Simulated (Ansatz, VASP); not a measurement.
**Cross-check of GaN between VASP and Ansatz**

Aim: how closely do two programs agree when they are given the same cell, functional and k mesh? Other levels of theory on this material are compared in a session of their own.

Program: Ansatz 0.2.0. Level of theory: plane waves, with VASP 6.6.1 beside it; single point at PBEsol. Results are calculated unless marked as measured.

The database entry behind the starting cell differs from later determinations by our own check (thin film, about 0.3 % long), so it need not match the best structure at ambient conditions.

### 1. The structure

It takes space group P6_3mc (No. 186, hexagonal). The conventional cell has a = 3.197 Å, b = 3.197 Å, c = 5.207 Å, α = 90.00°, β = 90.00°, γ = 120.00°. Nearest to Ga lie 4 N at 1.95 to 1.97 Å. Nearest to N lie 4 Ga at 1.95 to 1.97 Å. Farther neighbours and most contacts between anions are not listed.

### 2. Ansatz: single point, PBEsol

Ansatz runs on its default PAW (the set named soft_2) files.

With cell and atoms fixed, the geometry can't cause a difference; cores, projectors, grids and the points listed under the comparison can.

File input.yaml:

```yaml
crystal:
  lattice:
    - [3.1972, 0.0, 0.0]
    - [-1.5986, 2.768856421, 0.0]
    - [0.0, 0.0, 5.207]
  atoms:
    - { symbol: Ga, position: [0.3333333333, 0.6666666667, 0.0912] }
    - { symbol: Ga, position: [0.6666666667, 0.3333333333, 0.5912] }
    - { symbol: "N", position: [0.3333333333, 0.6666666667, 0.4688] }
    - { symbol: "N", position: [0.6666666667, 0.3333333333, 0.9688] }
hamiltonian:
  xc: pbesol
  pseudopotentials: { kind: paw }
kpoints:
  mp_grid: { grid: [9, 9, 4] }
scf:
  occupations: { method: gaussian, width: 0.05 }
  n_extra_bands: 5
output:
  forces: true
  stress: true
  eigenvalues: true
```

Run with:

```
$ ansatz run input.yaml --threads 2 --pin off --max-ram 4608MiB --backend cpu --events-out ev --progress --plain --runs-dir out
```

Numbers of over 12 decimals in the logs are rounded to 6 here.

The program printed:

```text
scf.n_extra_bands = 5 over 18 filled bands (N_el = 36.0): the run solves 23 bands
Engine: ansatz 0.2.0, aarch64-unknown-linux-gnu
Pseudopotentials: kind: paw
Pseudopotential: Ga, paw, valence charge 13, recommended cutoff 420 eV (normal), Ga.paw.azcp
Pseudopotential: N, paw, valence charge 5, recommended cutoff 420 eV (normal), N.paw.azcp
Functional definition: PBEsol
  exchange = pbesol_x
  correlation = pbesol_c
Crystal: 4 atoms, lattice volume = 46.095 Å³
Basis set: ecut = 420 eV, 917 PW (Γ), exchange–correlation on 48×48×72 points (8 copies of the dense FFT grid, shifted against one another)
Bands: 23, of which v1, the nominal top of the filled ones, is band 18 counted from 1 (17 counted from 0)
Symmetry: 12 space group operations
Space group: P63mc (ITA 186), of the structure as read, at distance tolerance 3.6e-5 Å
k-points: 36 of 324 (time reversal used)
Non-local potential: Ga, projectors of the file, l = 0: 2, l = 1: 2, l = 2: 3, l = 3: 1
Non-local potential: N, projectors of the file, l = 0: 2, l = 1: 2, l = 2: 1
PAW form: soft (Blöchl's): semilocal exchange-correlation on the pseudo side does not see the compensation charge
PAW frozen core: Ga, regenerated for the run's functional, and the local potential with it (the file was generated under x = pbe(κ = 0.804, μ = 0.219515), c = pbe(β = 0.066725))
PAW frozen core: N, regenerated for the run's functional, and the local potential with it (the file was generated under x = pbe(κ = 0.804, μ = 0.219515), c = pbe(β = 0.066725))
PAW one-centre angular grid: Ga, 590 points (default); XC on 64 Gauss nodes
PAW one-centre angular grid: N, 110 points (default); XC on 64 Gauss nodes
Initial density: superposition of atomic densities (neutral atoms: chi_scale 0, normalization atom), corrected by the library's trained network
Initial wavefunctions: pseudopotential atomic-orbital guess
Functional: x = pbesol(κ = 0.804, μ = 0.123457), c = pbesol(β = 0.046)
SCF iter   1: F=—  HF=-8245.709455 eV  |F-HF|=—  |Δ(HF+E_count)|=         —  Δρ=1.27e-2  dr2=7.25e-2  ethr=1.77e-3  ⟨swp⟩=5.2  Hψ=3290  notcnv=0
preconditioner: auto → Resta (q_TF=auto, 2.618 Å⁻¹)  ε∞=4.7  [insulator: Δε(μ)=1.700 eV  Ē_g=17.025 eV  σ=0.050 eV  W_gap=1.00  n_scr=22 (ndim 8)  ℏωp=32.8 eV  f_vac=0.010  D(μ)=0.00/eV (n_scr^D=0)  ε∞_Penn≈4.7]
SCF iter   2: F=—  HF=-8245.689088 eV  |F-HF|=—  |Δ(HF+E_count)|=   2.04e-2  Δρ=1.80e-3  dr2=1.45e-3  ethr=2.01e-4  ⟨swp⟩=2.1  Hψ=1403  notcnv=0  defer=35
SCF iter   3: F=—  HF=-8245.688949 eV  |F-HF|=—  |Δ(HF+E_count)|=   1.39e-4  Δρ=8.81e-4  dr2=2.70e-4  ethr=4.02e-6  ⟨swp⟩=2.6  Hψ=1256  notcnv=0  defer=36
SCF iter   4: F=—  HF=-8245.688977 eV  |F-HF|=—  |Δ(HF+E_count)|=   2.78e-5  Δρ=1.94e-4  dr2=1.76e-5  ethr=7.49e-7  ⟨swp⟩=2.4  Hψ=1486  notcnv=0  defer=36
SCF iter   5: F=—  HF=-8245.688956 eV  |F-HF|=—  |Δ(HF+E_count)|=   2.07e-5  Δρ=1.06e-4  dr2=3.41e-6  ethr=4.88e-8  ⟨swp⟩=2.0  Hψ=1435  notcnv=0  defer=36
SCF iter   6: F=-8245.688958 eV  HF=-8245.688958 eV  |F-HF|=2.86e-8  |Δ(HF+E_count)|=   2.52e-6  Δρ=1.75e-5  dr2=9.87e-8  ethr=2.78e-10  ⟨swp⟩=6.7  Hψ=4127  notcnv=0
SCF 1 converged in 6 iterations: F = -8245.688958 eV  dr2 = 9.87e-8
  greatest PAW one-centre occupation: 0.995 electrons in one spin orbital (limit 2), on the Ga atom at site 0 (counted from 0), in its partial waves of l = 2
SCF converged after 6 iterations
Free energy (F): -8245.688958 eV
Harris-Foulkes:  -8245.688958 eV  (|F-HF|=2.86e-8)
Internal energy: -8245.688958 eV  (E = F + TS)
E sigma→0 (E₀):  -8245.688958 eV
Fermi energy:    10.313634 eV
--- Per-component energies (eV) ---
  E_band       = -19.571375
  E_kinetic    = 492.428327
  E_local      = -3918.333142  (includes V_loc(G=0)·N_el)
  E_nonlocal   = 950.985038
  E_hartree    = 1798.602739
  E_xc         = -254.983687
  E_vxc        = -267.214688  (∫ρ·V_xc dr)
  E_paw        = -4152.139949  (= ΣΔE_a)
  E_vpaw       = -874.637373  (= ΣTr[D̂ρ^β])
  E_aug_tail   = 0.000094  (compensation charges beyond the density's cutoff)
  E_ewald      = -3164.030533
  E_core_change = 1.782153  (= ΣΔE_core)
  E_smearing   = -0.000000  (= −TS)
  E_closure    = 0.000000  (closes the sum)
  Σ components = -8245.688958   (vs F -8245.688958, Δ=0.00e0)
--- Forces (eV/Å), atoms counted from 1 ---
  atom   1  Ga    -0.00000000    -0.00000000     0.05089218
  atom   2  Ga     0.00000000     0.00000000     0.05089218
  atom   3  N     -0.00000000    -0.00000000    -0.05090749
  atom   4  N      0.00000000     0.00000000    -0.05090749
  max |Σ_I F_I| component: 3.06e-5 eV/Å
--- Stress (GPa, compression-positive) ---
       -2.326996      -0.000000       0.000000
        0.000000      -2.326996       0.000000
        0.000000       0.000000      -2.663707
  P = ⅓ Tr σ = -2.4392 GPa (-24.392 kbar)
--- Band table (eV; the first three rows and the last of 36) ---
  k-point 0: bands = [... 14 lower, 8.3872, 9.3911, 9.4156, 9.4156, 11.2107, 13.5244, 18.4581, 19.1583, ... 1 higher]
  k-point 1: bands = [... 14 lower, 8.5317, 8.5317, 9.2585, 9.2585, 12.4264, 13.6351, 18.0653, 18.7784, ... 1 higher]
  k-point 2: bands = [... 14 lower, 8.8890, 8.8890, 8.8890, 8.8890, 13.5421, 13.5421, 17.7244, 17.7244, ... 1 higher]
  k-point 35: bands = [... 14 lower, 5.2098, 5.2098, 7.9583, 7.9583, 15.6790, 15.6790, 16.6019, 16.6019, ... 1 higher]
```

It took 3.3 s on 2 threads of Arm Neoverse N1, shared host; peak memory 0.33 GiB; 6.2 s of CPU time.

The column dr2 measures how far the density is from self-consistency, as an energy; F and HF (Harris–Foulkes) agree once it is small.

The run ends at a pressure of -2.44 GPa, with forces up to 0.051 eV/Å.

### 3. VASP: single point, PBEsol

The same cell, functional, mesh and smearing now go to VASP, with its own data sets and cutoff.

Lines of VASP's logs that name or quote its potential files are left out, and so is its time.

File INCAR:

```
SYSTEM = GaN
PREC = Accurate
ENCUT = 520
EDIFF = 1E-05
NELM = 100
ISMEAR = 0
SIGMA = 0.05
LREAL = .FALSE.
ALGO = Normal
GGA = PS
NBANDS = 24
LORBIT = 11
LWAVE = .FALSE.
LCHARG = .FALSE.
KPAR = 8
```

File POSCAR:

```
GaN
1.0
    3.1972000000      0.0000000000      0.0000000000
   -1.5986000000      2.7688564210      0.0000000000
    0.0000000000      0.0000000000      5.2070000000
Ga N
2 2
Direct
    0.3333333333      0.6666666667      0.0912000000
    0.6666666667      0.3333333333      0.5912000000
    0.3333333333      0.6666666667      0.4688000000
    0.6666666667      0.3333333333      0.9688000000
```

File KPOINTS:

```
Automatic mesh
0
Gamma
9 9 4
0 0 0
```

PAW data sets: Ga_d and N (PBE family, release 64).

Run with:

```
$ mpirun -np 8 vasp_std
```

The program printed:

```text
[banner, memory and clock lines left out]
running    8 mpi-ranks, on    1 nodes
 distrk:  each k-point on    1 cores,    8 groups
 distr:  one band on    1 cores,    1 groups

 POSCAR found type information on POSCAR GaN
 POSCAR found :  2 types and       4 ions
|                                                                             |
|           W    W    AA    RRRRR   N    N  II  N    N   GGGG   !!!           |
|           W    W   A  A   R    R  NN   N  II  NN   N  G    G  !!!           |
|           W    W  A    A  R    R  N N  N  II  N N  N  G       !!!           |
|           W WW W  AAAAAA  RRRRR   N  N N  II  N  N N  G  GGG   !            |
|           WW  WW  A    A  R   R   N   NN  II  N   NN  G    G                |
|           W    W  A    A  R    R  N    N  II  N    N   GGGG   !!!           |
|                                                                             |
|     For optimal performance we recommend to set                             |
|       NCORE = 2 up to number-of-cores-per-socket                            |
|     NCORE specifies how many cores store one orbital (NPAR=cpu/NCORE).      |
|     This setting can greatly improve the performance of VASP for DFT.       |
|     The default, NCORE=1 might be grossly inefficient on modern             |
|     multi-core architectures or massively parallel machines. Do your        |
|     Unfortunately you need to use the default for GW and RPA                |
|     calculations (for HF NCORE is supported but not extensively tested      |
|     yet).                                                                   |
|                                                                             |

|                                                                             |
|               ----> ADVICE to this user running VASP <----                  |
|                                                                             |
|     You enforced a specific xc type in the INCAR file but a different       |
|     [... a line on the potential file left out ...]
|     I HOPE YOU KNOW WHAT YOU ARE DOING!                                     |
|                                                                             |

 LDA part: xc-table for (Slater+PW92), standard interpolation
 POSCAR, INCAR and KPOINTS ok, starting setup
 FFT: planning ... GRIDC
 FFT: planning ... GRID_SOFT
 FFT: planning ... GRID
 WAVECAR not read
 entering main loop
       N       E                     dE             d eps       ncg     rms          rms(c)
DAV:   1     0.271077357111E+03    0.27108E+03   -0.18220E+04  1856   0.278E+03
DAV:   2     0.244462786544E+01   -0.26863E+03   -0.25613E+03  1960   0.514E+02
DAV:   3    -0.288671794642E+02   -0.31312E+02   -0.31052E+02  2056   0.142E+02
DAV:   4    -0.298445534151E+02   -0.97737E+00   -0.97568E+00  2184   0.280E+01
DAV:   5    -0.298619753937E+02   -0.17422E-01   -0.17419E-01  2072   0.332E+00    0.102E+01
DAV:   6    -0.262473466832E+02    0.36146E+01   -0.11032E+01  2984   0.520E+01    0.307E+00
DAV:   7    -0.263106284959E+02   -0.63282E-01   -0.13615E+00  1792   0.894E+00    0.262E+00
DAV:   8    -0.262872089801E+02    0.23420E-01   -0.22761E-01  2968   0.608E+00    0.974E-01
DAV:   9    -0.262658369614E+02    0.21372E-01   -0.81279E-02  2920   0.462E+00    0.319E-01
DAV:  10    -0.262665652424E+02   -0.72828E-03   -0.47075E-03  1904   0.620E-01    0.777E-02
DAV:  11    -0.262663994476E+02    0.16579E-03   -0.12004E-03  2624   0.633E-01    0.438E-02
DAV:  12    -0.262664127987E+02   -0.13351E-04   -0.13542E-04  1864   0.816E-02    0.524E-02
DAV:  13    -0.262664264178E+02   -0.13619E-04   -0.93442E-06  1192   0.311E-02    0.681E-02
DAV:  14    -0.262664704861E+02   -0.44068E-04   -0.53747E-05  1752   0.515E-02    0.111E-01
DAV:  15    -0.262664742111E+02   -0.37251E-05   -0.93057E-06  1304   0.221E-02
   1 F= -.26266474E+02 E0= -.26266474E+02  d E =-.709844E-17
```

OUTCAR, selected parts (step 3):

```text
ion  position               nearest neighbor table
   1  0.333  0.667  0.091-   4 1.95   4 1.95   4 1.95   3 1.97
   2  0.667  0.333  0.591-   3 1.95   3 1.95   3 1.95   4 1.97
   3  0.333  0.667  0.469-   2 1.95   2 1.95   2 1.95   1 1.97
   4  0.667  0.333  0.969-   1 1.95   1 1.95   1 1.95   2 1.97

  LATTYP: Found a hexagonal cell.
 ALAT       =     3.1972000000
 C/A-ratio  =     1.6286125360

 Subroutine GETGRP returns: Found 12 space group operations
 (whereof  6 operations were pure point group operations)

The static configuration has the point symmetry C_3v.
 The point group associated with its full space group is C_6v.

 Found     36 irreducible k-points:

   k-points           NKPTS =     36   k-points in BZ     NKDIM =     36   number of bands    NBANDS=     24

   dimension x,y,z NGX =    24 NGY =   24 NGZ =   40
   dimension x,y,z NGXF=    48 NGYF=   48 NGZF=   80

   ENCUT  =  520.0 eV  38.22 Ry    6.18 a.u.   5.94  5.94  9.68*2*pi/ulx,y,z

   NELECT =      36.0000    total number of electrons

 k-points in reciprocal lattice and weights: Automatic mesh
   0.00000000  0.00000000  0.00000000       0.003
   0.11111111  0.00000000  0.00000000       0.019
   0.22222222  0.00000000  0.00000000       0.019
   0.33333333  0.00000000  0.00000000       0.019
   0.44444444  0.00000000  0.00000000       0.019
   0.11111111  0.11111111  0.00000000       0.019
   0.22222222  0.11111111  0.00000000       0.037
   0.33333333  0.11111111  0.00000000       0.037
   0.44444444  0.11111111  0.00000000       0.019
[...]
0.33333333  0.22222222  0.50000000       0.037
   0.33333333  0.33333333  0.50000000       0.006

 average (electrostatic) potential at core
       1 -63.4127       2 -63.4127       3 -62.2206       4 -62.2206

 E-fermi :   5.3698

 k-point     1 :       0.0000    0.0000    0.0000
  band No.  band energies     occupation
    ...
     14       4.0620      2.00000
     15       4.0620      2.00000
     16       5.0681      2.00000
     17       5.0921      2.00000
     18       5.0921      2.00000
     19       6.9007      0.00000
     20       9.2038      0.00000
     21      14.1412      0.00000
     22      14.8294      0.00000
     23      14.8294      0.00000
    ...

 k-point     2 :       0.1111    0.0000    0.0000
  band No.  band energies     occupation
    ...
     14       3.1878      2.00000
     15       3.8114      2.00000
     16       4.0999      2.00000
     17       4.9459      2.00000
     18       4.9806      2.00000
     19       7.8001      0.00000
     20       9.9270      0.00000
     21      13.7255      0.00000
     22      14.1432      0.00000
     23      15.1415      0.00000
    ...

 k-point     3 :       0.2222    0.0000    0.0000
  band No.  band energies     occupation
    ...
     14       1.4955      2.00000
     15       2.5815      2.00000
     16       3.2576      2.00000
     17       4.5461      2.00000
     18       4.6795      2.00000
     19       9.0110      0.00000
     20      10.8438      0.00000
     21      12.5643      0.00000
     22      13.5778      0.00000
     23      15.0965      0.00000
    ...

  Total       -0.7598775     -0.7598775     -0.8335432      0.0000000      0.0000000      0.0000000
  in kB      -26.4116995    -26.4116995    -28.9721603      0.0000000      0.0000000      0.0000000
  external PRESSURE =     -27.2651864 kB  Pullay stress =       0.0000000 kB

  energy-cutoff  :      520.00
  volume of cell :       46.10
      direct lattice vectors                 reciprocal lattice vectors
     3.197200000  0.000000000  0.000000000     0.312773677  0.180579967  0.000000000
    -1.598600000  2.768856421  0.000000000     0.000000000  0.361159933  0.000000000
     0.000000000  0.000000000  5.207000000     0.000000000  0.000000000  0.192049165

 POSITION                                       TOTAL-FORCE (eV/Angst)
 -----------------------------------------------------------------------------------
     -0.00000      1.84590      0.47488        -0.000000     -0.000000      0.050083
      1.59860      0.92295      3.07838        -0.000000      0.000000      0.050083
     -0.00000      1.84590      2.44104        -0.000000     -0.000000     -0.050083
      1.59860      0.92295      5.04454         0.000000      0.000000     -0.050083
 -----------------------------------------------------------------------------------
    total drift:                               -0.000001     -0.000002      0.001256

  FREE ENERGIE OF THE ION-ELECTRON SYSTEM (eV)
  ---------------------------------------------------
  free  energy   TOTEN  =       -26.2664742111 eV

  energy  without entropy=      -26.2664742111  energy(sigma->0) =      -26.26647421

 total charge
# of ion       s       p       d       tot
------------------------------------------
    1        0.789   0.894  10.175  11.858
    2        0.789   0.894  10.175  11.858
    3        1.217   2.498   0.000   3.715
    4        1.217   2.498   0.000   3.715
--------------------------------------------------
tot          4.011   6.783  20.351  31.145

[... 3 further parts left out ...]
```

The run ends at a pressure of -2.73 GPa, with forces up to 0.050 eV/Å.

### 4. Side by side

Known differences besides the potentials themselves: the cutoff is 420 eV in Ansatz and 520 eV in VASP; Ansatz makes its cores anew for this functional, VASP keeps those of its PBE data sets; VASP leaves aspherical gradient terms in its spheres out (LASPH is not set), Ansatz keeps them. Total energies have different zeros and are not compared.

Both answers:

| quantity | Ansatz | VASP | difference |
| --- | --- | --- | --- |
| pressure (GPa) | -2.44 | -2.73 | +0.29 |
| pressure without Ansatz's Pulay correction (GPa) | -2.96 | -2.73 | -0.23 |
| gap on the k mesh (eV) | 1.795 | 1.809 | -0.014 |

Forces (eV/Å; atoms numbered as in POSCAR):

| atom | Ansatz x, y, z | VASP x, y, z |
| --- | --- | --- |
| Ga1 | 0.000, 0.000, 0.051 | 0.000, 0.000, 0.050 |
| Ga2 | 0.000, 0.000, 0.051 | 0.000, 0.000, 0.050 |
| N3 | 0.000, 0.000, -0.051 | 0.000, 0.000, -0.050 |
| N4 | 0.000, 0.000, -0.051 | 0.000, 0.000, -0.050 |

The forces differ by 0.5 meV/Å r.m.s., which is 1.6 % of the r.m.s. force of 0.03 eV/Å (both taken over all components). A gap on the mesh is an upper bound, since the band edges may lie between its points. Ansatz's pressure holds a Pulay correction of 0.52 GPa; VASP's holds none.

### 5. Summary of results

```
difference in gap on the k mesh (single point, PBEsol) : -0.014 eV
```

What this shows: The difference in gap on the k mesh is -0.014 eV (single point, PBEsol), within the 0.08 eV picked in this series as the mark of a large difference. 14 further runs of this series are not shown here. Such differences can come from data sets, numerical settings and the points named under the comparisons, not from the functional's error against experiment.

[Lines on the potential files, build, host, timing and source positions are cut from VASP's logs without a mark.]

[Logs are printed without paths, hosts, clocks, repeated set-up lines and the standing remarks that a program may print on its own settings, such as how far it seeks lower states.]

[Hosts, paths, dates, database ids (printed as entryN), source tags and the programs' standing remarks are cut or masked in the printed files.]
